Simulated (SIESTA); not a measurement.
The system is MnO.

```
Mn O
1.0
     0.00000    2.22200    2.22200
     2.22200    0.00000    2.22200
     2.22200    2.22200    0.00000
Mn O
1 1
Direct
  0.00000 0.00000 0.00000
  0.50000 0.50000 0.50000
```

Base run:

| Quantity | Value |
| --- | --- |
| Program | SIESTA 5.4.2 |
| Functional | PBE |
| Potentials or basis | PseudoDojo 0.4 standard (PBE files) |
| Basis | DZP (energy shift 0.003 Ry; two zetas on semicore shells) |
| Grid cutoff | 800 Ry |
| Energy shift | 0.003 Ry |
| k mesh | 7 × 7 × 7 |
| Occupations | fermi-dirac, width 0.05 eV |
| Spin | collinear spin, ferromagnetic start |
| Starting moments | [4.0, 0.0] μB |
| Hubbard terms | Mn d U = 2 eV |

Its results: band gap on the k mesh none (metal or under the smearing width); pressure 8.3 GPa; net moment 5.00 μB per cell; site moments Mn +4.84; O +0.16 μB.

Problem. The run is repeated on the same cell with these changes: hubbard terms from Mn d U = 2 eV to Mn d U = 8 eV. What comes out?

Solution. Band gap on the k mesh 0.90 eV, indirect (least direct gap 2.68 eV); pressure 15.1 GPa; net moment 5.00 μB per cell; site moments Mn +4.96; O +0.04 μB.

Caveats: short orbitals over semicore shells can move pressures by several GPa; the basis of atomic orbitals isn't converged, which shifts pressures, moduli and gaps; a cell with one magnetic atom can't hold antiferromagnetic order, which such compounds often take; an odd mesh through Γ misses points on the zone boundary, where band edges often lie (some runs).

Not every run made on this cell is shown here.
